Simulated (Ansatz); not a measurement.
input.yaml (Ansatz)

```yaml
crystal:
  lattice:
    - [2.7634166906, 0.0, 0.0]
    - [-1.3817083453, 2.3931890553, 0.0]
    - [0.0, 0.0, 9.1667232632]
  atoms:
    - { symbol: Si, position: [0.0, 0.0, 1.0] }
    - { symbol: Si, position: [0.0, 0.0, 0.5] }
    - { symbol: Si, position: [0.3333333333, 0.6666666667, 0.25] }
    - { symbol: Si, position: [0.6666666667, 0.3333333333, 0.75] }
hamiltonian:
  xc: revpbe
  pseudopotentials:
    kind: paw
    azcp:
      Si: "pseudopotentials/Si.paw.azcp"
basis:
  ecutwfc: 420
  fft_grid_basis: typed
kpoints:
  mp_grid: { grid: [15, 15, 4], shift: [0, 0, 0] }
magnetization:
  spin_polarized: false
scf:
  occupations: { method: fermi_dirac, width: 0.1 }
  lower_state_search: "off"
output:
  stress: true
  write_density: true
  write_potential: true
  elf: true
  volumetric_format: npy
```

and its output:

```
Engine: ansatz 0.2.0, aarch64-unknown-linux-gnu
Pseudopotentials: kind: paw
Pseudopotential: Si, paw, valence charge 4, recommended cutoff 420 eV (normal) 
Functional definition: revPBE
  parameter kappa = 1.245
  parameter beta = 0.06672455060314922
  exchange = pbe_x(kappa = kappa, mu = beta*pi^2/3)
  correlation = pbe_c(beta = beta)
Crystal: 4 atoms, lattice volume = 60.623 Å³
Basis set: ecut = 420 eV, 1177 PW (Γ)
Bands: 12, of which v1, the nominal top of the filled ones, is band 8 counted from 1 (7 counted from 0)
Symmetry: 24 space group operations
Space group: P63/mmc (ITA 194), of the structure as read, at distance tolerance 3.9e-5 Å
k-points: 81 of 900
Non-local potential: Si, projectors of the file, l = 0: 2, l = 1: 2, l = 2: 2
PAW form: soft (Blöchl's): semilocal exchange-correlation on the pseudo side does not see the compensation charge
PAW frozen core: Si, regenerated for the run's functional, and the local potential with it (the file was generated under x = pbe(κ = 0.804, μ = 0.2195149727645171), c = pbe(β = 0.06672455060314922))
PAW one-centre angular grid: Si, 110 points (default); XC on 64 Gauss nodes
Initial density: superposition of atomic densities (neutral atoms: chi_scale 0, normalization atom), corrected by the library's trained network
Initial wavefunctions: pseudopotential atomic-orbital guess
Functional: x = revpbe(κ = 1.245, μ = 0.2195149727645171), c = pbe(β = 0.06672455060314922)
SCF iter   1: F=—  HF=-2549.939965 eV  |F-HF|=—  |Δ(HF+E_count)|=         —  Δρ=3.40e-3  dr2=5.93e-3  ethr=1.77e-3  ⟨swp⟩=6.1  Hψ=14557  notcnv=0  defer=1
automatic band count: the SCF goes on with 16 bands, as 12 were too few: the levels above may hold too much charge
SCF iter   2: F=—  HF=-2549.939583 eV  |F-HF|=—  |Δ(HF+E_count)|=   3.83e-4  Δρ=2.11e-3  dr2=2.36e-3  ethr=3.71e-5  ⟨swp⟩=1.2  Hψ=1989  notcnv=0  defer=1
SCF iter   3: F=—  HF=-2549.939074 eV  |F-HF|=—  |Δ(HF+E_count)|=   5.08e-4  Δρ=1.01e-4  dr2=4.18e-6  ethr=1.48e-5  ⟨swp⟩=2.0  Hψ=1824  notcnv=0  defer=1
SCF iter   4: F=—  HF=-2549.939077 eV  |F-HF|=—  |Δ(HF+E_count)|=   2.42e-6  Δρ=2.19e-5  dr2=3.99e-7  ethr=2.61e-8  ⟨swp⟩=2.5  Hψ=1844  notcnv=0  defer=1
iter 5 did not close the SCF: its close was put off for the readings that it lacked (scf_convergence_deferred on its scf_iter line)
SCF iter   5: F=-2549.939077 eV  HF=-2549.939077 eV  |F-HF|=1.28e-8  |Δ(HF+E_count)|=   9.28e-8  Δρ=4.69e-6  dr2=2.26e-8  ethr=2.49e-9  ⟨swp⟩=2.1  Hψ=1607  notcnv=0  defer=1
SCF iter   6: F=-2549.939077 eV  HF=-2549.939077 eV  |F-HF|=1.50e-11  |Δ(HF+E_count)|=   2.69e-9  Δρ=1.47e-6  dr2=8.23e-10  ethr=1.41e-10  ⟨swp⟩=7.1  Hψ=7170  notcnv=0
SCF 1 converged in 6 iterations: F = -2549.939077 eV  dr2 = 8.23e-10
SCF converged after 6 iterations
Free energy (F): -2549.939077 eV
Harris-Foulkes:  -2549.939077 eV  (|F-HF|=1.50e-11)
Internal energy: -2549.874701 eV  (E = F + TS)
E sigma→0 (E₀):  -2549.906889 eV
Entropy (-TS):   -0.064376 eV (-16.094 meV/atom)
Fermi energy:    10.151124 eV
--- Per-component energies (eV) ---
  E_band       = 73.962280
  E_kinetic    = 159.856423
  E_local      = 6.202964  (includes V_loc(G=0)·N_el)
  E_nonlocal   = 99.224057
  E_hartree    = 1.923431
  E_xc         = -222.708697
  E_vxc        = -188.920690  (∫ρ·V_xc dr)
  E_paw        = -2056.530707  (= ΣΔE_a)
  E_vpaw       = -6.247334  (= ΣTr[D̂ρ^β])
  E_aug_tail   = 0.000033  (compensation charges beyond the density's cutoff)
  E_ewald      = -537.766343
  E_core_change = -0.075861  (= ΣΔE_core)
  E_smearing   = -0.064376  (= −TS)
  E_closure    = 0.000000  (closes the sum)
  Σ components = -2549.939077   (vs F -2549.939077, Δ=0.00e0)
--- Stress (GPa, compression-positive) ---
       -3.672242       0.000000       0.000000
        0.000000      -3.672242       0.000000
        0.000000       0.000000      -1.825498
  P = ⅓ Tr σ = -3.0567 GPa (-30.567 kbar)
--- Band table (eV; the first three rows and the last of 81) ---
  k-point 0: bands = ["-3.8726", "-2.1536", "-2.1530", "2.4788", "3.4320", "11.1448", "11.1460", "18.3502", "18.3502", "18.9177", "18.9177", "19.5192", "19.5192", "20.4166", "20.4166", "20.5491"]
  k-point 1: bands = ["-3.7646", "-2.9033", "-1.1945", "1.3115", "4.7941", "8.8486", "13.5837", "18.4173", "18.4173", "18.6305", "18.8193", "18.8193", "19.5622", "19.5622", "20.1455", "20.1455"]
  k-point 2: bands = ["-3.4411", "-3.4411", "-0.0330", "-0.0330", "6.7214", "6.7214", "16.1154", "16.1154", "18.6000", "18.6000", "18.6000", "18.6000", "19.7765", "19.7765", "19.7765", "19.7765"]
  k-point 80: bands = ["4.5177", "4.5177", "4.6280", "4.6280", "5.3681", "5.3681", "7.8247", "7.8247", "7.9643", "7.9643", "8.6866", "8.6866", "13.9715", "13.9715", "14.1262", "14.1262"]
```
